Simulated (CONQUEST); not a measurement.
C under changes of volume

One of the cells (5.672 Å³/atom); the others are scaled copies at fixed shape and fractional positions:

```xyz
4
Lattice="2.5221 0.0000 0.0000 0.0000 2.5221 0.0000 0.0000 0.0000 3.5667" Properties=species:S:1:pos:R:3 pbc="T T T"
C     0.0000    1.2610    0.8917
C     1.2610    0.0000    2.6751
C     0.0000    0.0000    1.7834
C     1.2610    1.2610    0.0000
```

This isn't the form of C at room conditions, which is graphite.

* Program: CONQUEST 1.3
* Functional: PBEsol
* Potentials or basis: PseudoDojo NC PBEsol, DZP, grid of 24 × 24 × 36 points
* k mesh: 9 × 9 × 6
* Occupations: fermi-dirac, width 0.05 eV
* Spin: no spin polarisation

```tsv
volume (Å³/atom)	energy over the lowest point (meV/atom)	pressure (GPa)	gap on the mesh (eV)
5.332	36.47	34.1	4.34
5.445	16.79	22.0	4.28
5.558	5.00	11.7	4.22
5.672	0.00	2.6	4.17
5.785	1.51	-6.6	4.12
5.899	?	?	?
6.012	21.73	-21.3	4.02
```

**Question.** What does the run at 5.899 Å³/atom give?

**Answer.** Energy over the lowest point 8.96 meV/atom; pressure -14.5 GPa; gap on the mesh 4.07 eV.

Worked out: A Birch-Murnaghan fit of order 3 (a polynomial in V^(-2/3)) to the other rows has its minimum at 5.70 Å³/atom with B0 = V·E''(V) = 446 GPa and B' = 3.6. It gives 8.99 meV/atom at 5.899 Å³/atom, against the run's 8.96, and -dE/dV = -14.4 GPa, against -14.5. A straight line through the other rows of the gap, of slope -2.65 eV per unit of ln V, gives 4.07 eV, against the run's 4.07.

Energies are extrapolated to zero smearing.

Caveats: an odd mesh through Γ misses points on the zone boundary, where band edges often lie; the basis of atomic orbitals isn't converged, which shifts pressures, moduli and gaps; the real-space grid breaks the cell's symmetry a little.
